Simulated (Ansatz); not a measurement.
Relaxed bulk Ge:

Space group P6_3/mmc (No. 194). a = 4.058 Å, b = 4.058 Å, c = 6.693 Å, α = 90.00°, β = 90.00°, γ = 120.00°
```tsv
atom	site	symmetry	x	y	z
Ge	4f	3m.	0.6667	0.3333	0.0628
```

Miller indices refer to the conventional cell of P6_3/mmc (No. 194), a = 4.058 Å, b = 4.058 Å, c = 6.693 Å, α = 90.00°, β = 90.00°, γ = 120.00°.

Consider the (001) slab of 6 planes, 7.5 Å thick with 15 Å of vacuum as cut; outer planes Ge (top) and Ge (bottom), all atoms relaxed.

Method: DFT PBE, scalar-relativistic, plane waves, PAW in Ansatz. Plane waves to 420 eV, a k mesh through Γ of 9×9×1 on the computed 6-atom cell and Gaussian smearing (0.10 eV); no spin polarisation. A dipole correction removes the field between periodic images along c.

Question: Give the surface energy (mean of both faces).

Answer: 1.01 J/m².

Question: Give the work function.

Answer: 4.54 eV.

Question: The top two planes lie 0.840 Å apart in the bulk. How does relaxation change this?

Answer: The spacing becomes 0.793 Å (-5.7 %).

The reference crystal is a form of Ge, which isn't its usual structure.